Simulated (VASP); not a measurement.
A run of VASP 6.6.1 is set up as follows.

INCAR

```
SYSTEM = GaAs
ALGO     = Fast           ! electronic algorithm
EDIFF    = 1E-6           ! SCF threshold, eV
ENCUT    = 520            ! plane-wave cutoff, eV
GGA      = PE             ! functional
ISIF     = 2              ! what is computed and relaxed
ISMEAR   = -1             ! smearing method
LASPH    = .True.         ! aspherical terms in the spheres
LCHARG   = .False.        ! write CHGCAR
LREAL    = .False.        ! projectors in reciprocal space
LWAVE    = .False.        ! write WAVECAR
NBANDS   = 16             ! bands
NELM     = 100            ! most SCF steps
PREC     = Accurate       ! precision mode
SIGMA    = 0.05           ! smearing width, eV
```

The input KPOINTS:

```
k-points
0
Gamma
  13 13 11
  0 0 0
```

Contents of POSCAR:

```
GaAs
1.0
    3.8404235174      0.0000000000      0.0000000000
   -1.9202117587      3.3259043274      0.0000000000
    0.0000000000      0.0000000000      3.2402766840
Ga As
1 1
Direct
    0.0000000000      0.0000000000      0.0000000000
    0.3333333333      0.6666666667      0.5000000000
```

Potentials or basis: VASP PAW PBE potentials, release 64 (Ga_d, As).

Run with:

```sh
$ cat potpaw_PBE.64/Ga_d/POTCAR potpaw_PBE.64/As/POTCAR > POTCAR
$ mpirun -np 1 vasp_std > vasp.out
```

Estimate the band gap on the k mesh.

none (metal or under the smearing width).

Predict the pressure.

0.1 GPa.
